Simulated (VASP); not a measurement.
# Te2Mo: relaxation of cell and atoms with LDA

Crystal: Te2Mo.

```
CELL_PARAMETERS angstrom
3.51820 0.00000 0.00000
-1.75910 3.04685 0.00000
0.00000 0.00000 13.97360
ATOMIC_POSITIONS crystal
Te 0.66667 0.33333 0.37900
Te 0.33333 0.66667 0.87900
Te 0.66667 0.33333 0.12100
Te 0.33333 0.66667 0.62100
Mo 0.66667 0.33333 0.75000
Mo 0.33333 0.66667 0.25000
```

- Program: VASP 6.6.1
- Task: relaxation of cell and atoms
- Functional: LDA
- Potentials or basis: VASP PAW LDA potentials, release 64 (Te, Mo_sv)
- Cutoff: 600 eV
- k mesh: 9 × 9 × 2
- Occupations: fermi-dirac, width 0.05 eV
- Spin: no spin polarisation
- Further INCAR settings: ALGO = Normal; EDIFF = 1e-06; IBRION = 2; EDIFFG = -0.02; NSW = 40; ISIF = 3

- Relaxed volume: 24.01 Å³/atom
- Relaxed cell: a = 3.476 Å, b = 3.476 Å, c = 13.770 Å, α = 90.00°, β = 90.00°, γ = 120.00°
- Space group after relaxing (to 0.05 Å): P6_3/mmc (No. 194)
- Energy gained by relaxing: 6.8 meV/atom
- Ionic steps: 14
- Pressure after relaxing: 0.0 GPa
- Largest force after relaxing: 0.007 eV/Å
- Band gap on the k mesh: 0.70 eV, indirect (least direct gap 1.10 eV)

Forces on the atoms (eV/Å):
```
Te   0.000  0.000  0.007
Te   0.000  0.000  0.007
Te   0.000  0.000 -0.007
Te   0.000  0.000 -0.007
Mo   0.000  0.000  0.000
Mo   0.000  0.000  0.000
```

Stress tensor (GPa, compression positive):
```
-0.04  0.00  0.00
 0.00 -0.04  0.00
 0.00  0.00  0.05
```

Step by step:
| step | energy change (eV) | largest force (eV/Å) | pressure (GPa) | volume (Å³) |
| --- | --- | --- | --- | --- |
| 1 | 0.0000 | 0.2404 | -2.81 | 149.79 |
| 2 | 0.0701 | 0.8880 | 5.25 | 140.50 |
| 3 | -0.0332 | 0.1397 | -0.14 | 146.34 |
| 4 | -0.0332 | 0.1475 | -0.09 | 146.27 |
| 5 | -0.0381 | 0.0643 | -0.03 | 145.56 |
| 6 | -0.0383 | 0.0422 | -0.02 | 145.37 |
| 7 | -0.0389 | 0.0303 | -0.06 | 145.28 |
| 8 | -0.0399 | 0.0038 | -0.22 | 145.02 |
| 9 | -0.0398 | 0.0722 | -0.52 | 144.49 |
| 10 | -0.0403 | 0.0347 | -0.35 | 144.78 |
| 11 | -0.0405 | 0.0280 | -0.31 | 144.66 |
| 12 | -0.0409 | 0.0075 | -0.14 | 144.30 |
| 13 | -0.0406 | 0.0325 | 0.21 | 143.59 |
| 14 | -0.0409 | 0.0065 | -0.01 | 144.05 |

Final structure:
```
Te Mo
1.0
     3.47556    0.00000    0.00000
    -1.73778    3.00993    0.00000
     0.00000    0.00000   13.77022
Te Mo
4 2
Direct
  0.66667 0.33333 0.38060
  0.33333 0.66667 0.88060
  0.66667 0.33333 0.11940
  0.33333 0.66667 0.61940
  0.66667 0.33333 0.75000
  0.33333 0.66667 0.25000
```

Levels at points of the mesh, in eV from the valence-band top:
| k point | band 24 | band 25 | band 26 | band 27 | band 28 | band 29 |
| --- | --- | --- | --- | --- | --- | --- |
| (0.00, 0.00, 0.00) | -1.03 | -0.25 | 0.00 | 2.99 | 2.99 | 3.15 |
| (0.00, 0.00, 0.50) | -1.05 | -0.07 | -0.07 | 3.03 | 3.03 | 3.03 |

Wall time 17 min on 1 thread of Intel(R) Xeon(R) Platinum 8488C (Sapphire Rapids), on a shared host, peak memory 0.3 GiB.

Caveat: spin-orbit coupling is left out, which moves the levels of the heavy elements; an odd mesh through Γ misses points on the zone boundary, where band edges often lie. LDA usually gives volumes a few per cent too small.
